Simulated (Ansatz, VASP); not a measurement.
**Sb: VASP beside Ansatz**

```xyz
2
Lattice="3.2543 0.0000 0.0000 -1.6271 2.8183 0.0000 0.0000 0.0000 5.0247" Properties=species:S:1:pos:R:3 pbc="T T T"
Sb    0.0000    1.8789    1.2562
Sb    1.6271    0.9394    3.7685
```

Change from the starting cell: volume scaled by 0.84, LAPW.

Alike in both runs: task single point; functional PBE; k mesh 13 × 13 × 7; occupations fermi-dirac, width 0.05 eV; no spin polarisation.

```csv
,VASP,Ansatz
version,VASP 6.6.1,Ansatz 0.2.0
potentials or method,"VASP PAW PBE potentials, release 64 (Sb), cutoff 520 eV","all-electron LAPW, scalar-relativistic"
```

Ansatz gave:

- pressure (GPa): 15.2

Task: Which values does VASP return?

Result: Pressure (GPa): 15.1.

Ansatz ran all-electron here, so the differences hold the error of VASP's frozen core and of both bases.

Caveats: so large a pressure means that the cell lies far from this level's equilibrium, or that cutoff or potentials fall short (VASP). The runs have no spin-orbit coupling, so splittings on Sb are missing.
